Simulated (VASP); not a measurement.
# ZnGeP2 (I-42d) in VASP: further runs

The runs below take ZnGeP2 through relaxation of cell and atoms, with PBE, PBEsol, LDA.

Everything below comes from runs of VASP 6.6.1. Logs are shortened: lines on timing, memory, paths and dates and some standing lists are left out, and cuts for length are marked.

## 1. The structure

It takes space group I-42d (No. 122, tetragonal). Conventional cell: a = 5.460 Å, b = 5.460 Å, c = 10.760 Å, α = 90.00°, β = 90.00°, γ = 90.00°. Zn (site symmetry -4) has 4 P at 2.40 Å as nearest neighbours. Around Ge (site symmetry -4) lie 4 P at 2.31 Å. P (site symmetry 2) has 2 Ge at 2.31 Å and 2 Zn at 2.40 Å as nearest neighbours.

## 2. Relaxation of cell and atoms, PBE

Contents of INCAR:

```
ALGO = Normal ; EDIFF = 1E-6
EDIFFG = -0.01 ; ENCUT = 300
GGA = PE ; IBRION = 2
ISIF = 3 ; ISMEAR = 0
KPAR = 2 ; LASPH = T
LCHARG = F ; LREAL = F
LWAVE = F ; NELM = 80
NSW = 90 ; PREC = Accurate
SIGMA = 0.03
```

Contents of KPOINTS:

```
k-points
0
Gamma
  4 4 4
```

Contents of POSCAR:

```
ZnGeP2
1.0
   -2.7300000000      2.7300000000      5.3800000000
    2.7300000000     -2.7300000000      5.3800000000
    2.7300000000      2.7300000000     -5.3800000000
Zn Ge P
2 2 4
Direct
    0.0000000000      0.0000000000      0.0000000000
    0.7500000000      0.2500000000      0.5000000000
    0.5000000000      0.5000000000      0.0000000000
    0.2500000000      0.7500000000      0.5000000000
    0.3750000000      0.3890000000      0.5140000000
    0.6110000000      0.1250000000      0.9860000000
    0.8750000000      0.8610000000      0.4860000000
    0.1390000000      0.6250000000      0.0140000000
```

Potentials or basis: VASP PAW PBE potentials, release 64 (Zn, Ge, P).

On the command line:

```bash
$ cat potpaw_PBE.64/Zn/POTCAR potpaw_PBE.64/Ge/POTCAR potpaw_PBE.64/P/POTCAR > POTCAR
$ mpirun -np 2 vasp_std > vasp.out
```

OUTCAR:

```text
EDIFF = 1E-6
   EDIFFG = -0.01
   ENCUT = 300
   GGA = PE
   IBRION = 2
   ISIF = 3
   ISMEAR = 0
   LASPH = T
   LREAL = F
   NELM = 80
   NSW = 90
   PREC = Accurate

 ion  position               nearest neighbor table
   1  0.000  0.000  0.000-   7 2.40   6 2.40   8 2.40   5 2.40
   2  0.750  0.250  0.500-   6 2.40   5 2.40   7 2.40   8 2.40
   3  0.500  0.500  0.000-   5 2.31   6 2.31   7 2.31   8 2.31
   4  0.250  0.750  0.500-   5 2.31   6 2.31   7 2.31   8 2.31
   5  0.375  0.389  0.514-   3 2.31   4 2.31   2 2.40   1 2.40
   6  0.611  0.125  0.986-   3 2.31   4 2.31   2 2.40   1 2.40
   7  0.875  0.861  0.486-   3 2.31   4 2.31   1 2.40   2 2.40
   8  0.139  0.625  0.014-   3 2.31   4 2.31   1 2.40   2 2.40

  LATTYP: Found a body centered tetragonal cell.
 ALAT       =     5.4600000000
 C/A-ratio  =     1.9706959707

  Lattice vectors:

 A1 = (  -2.7300000000,   2.7300000000,   5.3800000000)
 A2 = (   2.7300000000,  -2.7300000000,   5.3800000000)
 A3 = (   2.7300000000,   2.7300000000,  -5.3800000000)

Analysis of symmetry for initial positions (statically):
=====================================================================
 Subroutine PRICEL returns:
 Original cell was already a primitive cell.

 Routine SETGRP: Setting up the symmetry group for a
 body centered tetragonal supercell.

 Subroutine GETGRP returns: Found  8 space group operations
 (whereof  4 operations were pure point group operations)
 out of a pool of 16 trial point group operations.

The static configuration has the point symmetry S_4 .
 The point group associated with its full space group is D_2d.

Analysis of symmetry for dynamics (positions and initial velocities):
=====================================================================
 Subroutine PRICEL returns:
 Original cell was already a primitive cell.

 Routine SETGRP: Setting up the symmetry group for a
 body centered tetragonal supercell.

 Subroutine GETGRP returns: Found  8 space group operations
 (whereof  4 operations were pure point group operations)
 out of a pool of 16 trial point group operations.

The dynamic configuration has the point symmetry S_4 .
 The point group associated with its full space group is D_2d.

 Subroutine INISYM returns: Found  8 space group operations
 (whereof  4 operations are pure point group operations),
 and found     1 'primitive' translations

----------------------------------------------------------------------------------------

                                     Primitive cell

  volume of cell :     160.3864

  direct lattice vectors                    reciprocal lattice vectors
    -2.730000000  2.730000000  5.380000000     0.000000000  0.183150183  0.092936803
     2.730000000 -2.730000000  5.380000000     0.183150183  0.000000000  0.092936803
     2.730000000  2.730000000 -5.380000000     0.183150183  0.183150183  0.000000000

  length of vectors
     6.621948354  6.621948354  6.621948354     0.205380717  0.205380717  0.259013473

  position of ions in fractional coordinates (direct lattice)
     0.000000000  0.000000000  0.000000000
     0.750000000  0.250000000  0.500000000
     0.500000000  0.500000000  0.000000000
     0.250000000  0.750000000  0.500000000
     0.375000000  0.389000000  0.514000000
     0.611000000  0.125000000  0.986000000
     0.875000000  0.861000000  0.486000000
     0.139000000  0.625000000  0.014000000

  ion indices of the primitive-cell ions
   primitive index   ion index
                 1           1
                 2           2
                 3           3
                 4           4
                 5           5
                 6           6
                 7           7
                 8           8

----------------------------------------------------------------------------------------

 KPOINTS: k-points

Automatic generation of k-mesh.
 Grid dimensions read from file:
 generate k-points for:    4    4    4

 Generating k-lattice:

  Cartesian coordinates                     Fractional coordinates (reciprocal lattice)
     0.000000000  0.045787546  0.023234201     0.250000000 -0.000000000  0.000000000
     0.045787546  0.000000000  0.023234201    -0.000000000  0.250000000  0.000000000
     0.045787546  0.045787546  0.000000000     0.000000000  0.000000000  0.250000000

  Length of vectors
     0.051345179  0.051345179  0.064753368

  Shift w.r.t. Gamma in fractional coordinates (k-lattice)
     0.000000000  0.000000000  0.000000000

 Subroutine IBZKPT returns following result:
 ===========================================

 Found     13 irreducible k-points:

 Following reciprocal coordinates:
            Coordinates               Weight
  0.000000  0.000000  0.000000      1.000000
  0.250000  0.000000  0.000000      8.000000
  0.500000  0.000000  0.000000      4.000000
  0.250000  0.250000  0.000000      8.000000
  0.500000  0.250000 -0.000000     16.000000
 -0.250000  0.250000  0.000000      4.000000
  0.500000  0.500000  0.000000      2.000000
  0.250000  0.250000  0.250000      2.000000
 -0.250000  0.250000  0.250000      4.000000
  0.500000  0.500000  0.250000      4.000000
 -0.250000  0.500000  0.250000      8.000000
 -0.250000 -0.250000  0.250000      2.000000
  0.500000  0.500000  0.500000      1.000000
   k-points           NKPTS =     13   k-points in BZ     NKDIM =     13   number of bands    NBANDS=     31
   number of dos      NEDOS =    301   number of ions     NIONS =      8
   total plane-waves  NPLWV =  64000
   dimension x,y,z NGX =    40 NGY =   40 NGZ =   40
   dimension x,y,z NGXF=    80 NGYF=   80 NGZF=   80
   ions per type =               2   2   4
   NGX,Y,Z   is equivalent  to a cutoff of  10.04, 10.04, 10.04 a.u.
   NGXF,Y,Z  is equivalent  to a cutoff of  20.08, 20.08, 20.08 a.u.
 SYSTEM =  unknown system
   PREC   = accura    normal or accurate (medium, high low for compatibility)
   ISTART =      0    job   : 0-new  1-cont  2-samecut
   ICHARG =      2    charge: 1-file 2-atom 10-const
   ISPIN  =      1    spin polarized calculation?
   LNONCOLLINEAR =      F non collinear calculations
   LSORBIT =      F    spin-orbit coupling
   LASPH  =      T    aspherical Exc in radial PAW
   ENCUT  =  300.0 eV  22.05 Ry    4.70 a.u.   9.35  9.35  9.35*2*pi/ulx,y,z
   NELM   =     80;   NELMIN=  2; NELMDL= -5     # of ELM steps
   EDIFF  = 0.1E-05   stopping-criterion for ELM
   LREAL  =      F    real-space projection
   EDIFFG = -.1E-01   stopping-criterion for IOM
   NSW    =     90    number of steps for IOM
   IBRION =      2    ionic relax: 0-MD 1-quasi-New 2-CG
   NFREE  =      1    steps in history (QN), initial steepest desc. (CG)
   ISIF   =      3    stress and relaxation
   ISYM   =      2    0-nonsym 1-usesym 2-fastsym
   POTIM  = 0.5000    time-step for ionic-motion
   TEBEG  =    0.0;   TEEND  =   0.0 temperature during run
   PSTRESS=    0.0 pullay stress
   NELECT =      52.0000    total number of electrons
   NUPDOWN=      -1.0000    fix difference up-down
   EMIN   =  10.00;   EMAX   =-10.00  energy-range for DOS
   EFERMI =   0.00;   METHOD = LEGACY
   ISMEAR =     0;   SIGMA  =   0.03  broadening in eV -4-tet -1-fermi 0-gaus
   EFERMI_NEDOS =   21; number of points for ismear=-14 and -15
   IALGO  =     38    algorithm
   IMIX   =      4    mixing-type and parameters
     AMIX     =   0.40;   BMIX     =  1.00
     AMIX_MAG =   1.60;   BMIX_MAG =  1.00
  volume/ion in A,a.u.               =      20.05       135.29
  Fermi-wavevector in a.u.,A,eV,Ry     =   1.124657  2.125294 17.209375  1.264853
  Thomas-Fermi vector in A             =   2.261330
   LORBIT       =      0    0 simple, 1 ext, 2 COOP (PROOUT), +10 PAW based schemes
   GGA     = PE    functional components
   LHFCALC =     F    Hartree Fock is set to
   AEXX    =    0.0000 exact exchange contribution
   IVDW    =     0    specifies the selected vdW correction
   LEPSILON=     F    determine dielectric tensor
   LRPA    =     F    only Hartree local field effects (RPA)
 conjugate gradient relaxation of ions
 non-spin polarized calculation
 Gauss-broadening in eV      SIGMA  =   0.03
  energy-cutoff  :      300.00
  volume of cell :      160.39
 maximum number of plane-waves:      1911
 NGX is ok and might be reduce to    40
   NGX = 19   NGY = 19   NGZ = 19

--------------------------------------- Ionic step        1  -------------------------------------------

 number of electron      51.9999978 magnetization

 Free energy of the ion-electron system (eV)
  ---------------------------------------------------
  ext. energy  EPLUGINS =         0.00000000
  ---------------------------------------------------
  free energy    TOTEN  =       -34.32877415 eV

  energy without entropy =      -34.32877415  energy(sigma->0) =      -34.32877415

------------------------ aborting loop because EDIFF is reached ----------------------------------------

  FORCE on cell =-STRESS in cart. coord.  units (eV):
  Direction    XX          YY          ZZ          XY          YZ          ZX
  --------------------------------------------------------------------------------------
  -------------------------------------------------------------------------------------
  Total        2.9031595      2.9031595      2.4227219      0.0000000      0.0000000      0.0000000
  in kB       29.0010630     29.0010630     24.2017399      0.0000000      0.0000000      0.0000000
  external PRESSURE =      27.4012886 kB  Pullay stress =       0.0000000 kB
[... 279 lines left out ...]
  energy  without entropy=      -34.4563867835  energy(sigma->0) =      -34.45638678

--------------------------------------- Ionic step        8  -------------------------------------------

 number of electron      52.0000004 magnetization

 Free energy of the ion-electron system (eV)
  ---------------------------------------------------
  ext. energy  EPLUGINS =         0.00000000
  ---------------------------------------------------
  free energy    TOTEN  =       -34.45651367 eV

  energy without entropy =      -34.45651367  energy(sigma->0) =      -34.45651367

 E-fermi :   3.8843     XC(G=0):  -9.4948

 val. band max:        3.7292309741   @ k =   0.0000   0.0000   0.0000
 cond. band min:       4.8612159630   @ k =   0.5000   0.5000   0.0000
 fundamental gap:      1.1319849888
 Fermi energy:         3.8842820618

 k-point     1 :       0.0000    0.0000    0.0000
  band No.  band energies     occupation
      1      -9.2502      2.00000
      2      -6.3668      2.00000
      3      -6.3645      2.00000
      4      -6.3645      2.00000
      5      -5.4133      2.00000
      6      -3.1954      2.00000
[... 466 lines left out ...]
  FREE ENERGIE OF THE ION-ELECTRON SYSTEM (eV)
  ---------------------------------------------------
  free  energy   TOTEN  =       -34.4565136696 eV

  energy  without entropy=      -34.4565136696  energy(sigma->0) =      -34.45651367

 reached required accuracy - stopping structural energy minimisation
```

It took 1.8 min on 2 MPI ranks of Intel Xeon Platinum 8488C (Sapphire Rapids), shared host; peak memory 0.24 GiB.

These settings aren't checked as converged: the numbers below hold their error.

What came out:

```yaml
Free_energy: -34.4565 eV
Relaxed_volume: 20.58 Å³/atom
Relaxed_cell: a = 6.681 Å, b = 6.681 Å, c = 6.681 Å, α = 131.32°, β = 131.32°, γ = 71.30°
Space_group_after_relaxing_to_0.05_Å: I-42d (No. 122)
Energy_gained_by_relaxing: 16.0 meV/atom
Ionic_steps: 8
Band_gap_on_the_k_mesh: 1.13 eV, indirect (least direct gap 1.15 eV)
```

Caveat: the cutoff is under 1.25 times the usual one of these potentials, so pressure, stress and relaxed cells hold a basis-set (Pulay) error.

## 3. Relaxation of cell and atoms, PBE

This run uses another cell than the first one, of 20.58 Å³/atom, 1.026 times its volume.

INCAR, as its differences from that of step 2:

```diff
@@ -1,3 +1,3 @@
-ALGO = Normal ; EDIFF = 1E-6
-EDIFFG = -0.01 ; ENCUT = 300
+ALGO = Normal ; EDIFF = 1E-7
+EDIFFG = -0.005 ; ENCUT = 300
 GGA = PE ; IBRION = 2
```

KPOINTS is that of step 2.

Contents of POSCAR:

```
ZnGeP2                                  
1.0
   -2.7532973333      2.7532973333      5.4288564857
    2.7532973333     -2.7532973333      5.4288564857
    2.7532973333      2.7532973333     -5.4288564857
  Zn              Ge              P             
     2     2     4
Direct
     0.0000000000000000    0.0000000000000000    0.0000000000000000
     0.7500000000000000    0.2500000000000000    0.5000000000000000
     0.5000000000000000    0.5000000000000000    0.0000000000000000
     0.2500000000000000    0.7500000000000000    0.5000000000000000
     0.3750000000000000    0.3776830419758950    0.5026830419758950
     0.6223169580241050    0.1250000000000000    0.9973169580241050
     0.8750000000000000    0.8723169580241050    0.4973169580241050
     0.1276830419758950    0.6250000000000000    0.0026830419758950
```

Potentials or basis: VASP PAW PBE potentials, release 64 (Zn, Ge, P).

On the command line:

```bash
$ cat potpaw_PBE.64/Zn/POTCAR potpaw_PBE.64/Ge/POTCAR potpaw_PBE.64/P/POTCAR > POTCAR
$ mpirun -np 2 vasp_std > vasp.out
```

Run time: 26 s. Hardware: 2 MPI ranks of Intel Xeon Platinum 8488C (Sapphire Rapids), shared host; peak memory 0.24 GiB.

The run converged, but some of its settings lie outside the range that counts as converged, so its numbers aren't taken as properties of the crystal.

What came out:

| Item | Value |
| --- | --- |
| Free energy | -34.4610 eV |
| Band gap on the k mesh | 1.13 eV, indirect (least direct gap 1.15 eV) |

Caveat: the cutoff is under 1.25 times the usual one of these potentials, so pressure, stress and relaxed cells hold a basis-set (Pulay) error; the relaxation stopped at its first step, so nothing moved.

## 4. Relaxation of cell and atoms, PBEsol

Contents of INCAR:

```
PREC = Accurate
ENCUT = 600
EDIFF = 1E-6
ISMEAR = 0
SIGMA = 0.03
LREAL = False
LASPH = True
NELM = 80
ALGO = Normal
ISIF = 3
LWAVE = False
LCHARG = False
GGA = PS
IBRION = 2
NSW = 90
EDIFFG = -0.01
KPAR = 2
```

Contents of KPOINTS:

```
Automatic mesh
0
Gamma
  8 8 8
```

Contents of POSCAR:

```
ZnGeP2
1.0
   -2.7300000000      2.7300000000      5.3800000000
    2.7300000000     -2.7300000000      5.3800000000
    2.7300000000      2.7300000000     -5.3800000000
Zn Ge P
2 2 4
Direct
    0.0000000000      0.0000000000      0.0000000000
    0.7500000000      0.2500000000      0.5000000000
    0.5000000000      0.5000000000      0.0000000000
    0.2500000000      0.7500000000      0.5000000000
    0.3750000000      0.3890000000      0.5140000000
    0.6110000000      0.1250000000      0.9860000000
    0.8750000000      0.8610000000      0.4860000000
    0.1390000000      0.6250000000      0.0140000000
```

Potentials or basis: VASP PAW PBE potentials, release 64 (Zn, Ge_d, P).

On the command line:

```bash
$ cat potpaw_PBE.64/Zn/POTCAR potpaw_PBE.64/Ge_d/POTCAR potpaw_PBE.64/P/POTCAR > POTCAR
$ mpirun -np 2 vasp_std > vasp.out
```

Run time: 19 min. Hardware: 2 MPI ranks of AMD EPYC 9R45 (Zen 5), shared host; peak memory 0.71 GiB.

The run converged. Its results:

* Free energy: -37.7599 eV
* Relaxed volume: 19.71 Å³/atom
* Relaxed cell: a = 6.588 Å, b = 6.588 Å, c = 6.588 Å, α = 131.35°, β = 131.35°, γ = 71.25°
* Space group after relaxing (to 0.05 Å): I-42d (No. 122)
* Energy gained by relaxing: 12.4 meV/atom
* Ionic steps: 10
* Pressure after relaxing: 0.0 GPa
* Largest force after relaxing: 0.003 eV/Å
* Band gap on the k mesh: 1.14 eV, indirect (least direct gap 1.25 eV)

Forces in eV/Å, atoms in the order of the input:
```
Zn   0.000  0.000  0.000
Zn   0.000  0.000  0.000
Ge   0.000  0.000  0.000
Ge   0.000  0.000  0.000
P   -0.003  0.000  0.000
P    0.000  0.003  0.000
P    0.003  0.000  0.000
P    0.000 -0.003  0.000
```

The path:
```csv
step,energy change (eV),largest force (eV/Å),pressure (GPa),volume (Å³)
1,0.0000,0.7029,-0.81,160.39
2,-0.0776,0.3488,0.00,158.04
3,-0.0941,0.0555,0.78,156.22
4,-0.0943,0.0806,0.75,156.37
5,-0.0974,0.0396,-0.36,158.46
6,-0.0985,0.0003,-0.04,157.75
7,-0.0985,0.0018,0.02,157.72
8,-0.0988,0.0059,-0.01,157.72
9,-0.0990,0.0110,0.00,157.72
10,-0.0990,0.0034,0.01,157.71
```

Final structure:
```
Zn Ge P
1.0
    -2.71351    2.71351    5.35483
     2.71351   -2.71351    5.35483
     2.71351    2.71351   -5.35483
Zn Ge P
2 2 4
Direct
  0.00000 0.00000 0.00000
  0.75000 0.25000 0.50000
  0.50000 0.50000 0.00000
  0.25000 0.75000 0.50000
  0.37500 0.37720 0.50220
  0.62280 0.12500 0.99780
  0.87500 0.87280 0.49780
  0.12720 0.62500 0.00220
```

Levels at points of the mesh, in eV from the valence-band top:
| k point | band 34 | band 35 | band 36 | band 37 | band 38 | band 39 |
| --- | --- | --- | --- | --- | --- | --- |
| (0.00, 0.00, 0.00) | -0.07 | -0.07 | 0.00 | 1.25 | 1.40 | 1.51 |
| (0.50, 0.00, 0.00) | -1.95 | -1.69 | -1.01 | 2.38 | 2.48 | 2.74 |
| (0.50, 0.50, 0.00) | -1.23 | -0.78 | -0.78 | 1.18 | 1.18 | 2.97 |
| (0.50, 0.50, 0.50) | -1.97 | -1.41 | -1.41 | 1.14 | 1.14 | 1.34 |

Caveat: the PAW data sets were made with another functional, which shifts forces and pressure a little.

(Continued in part 2 of 2.)
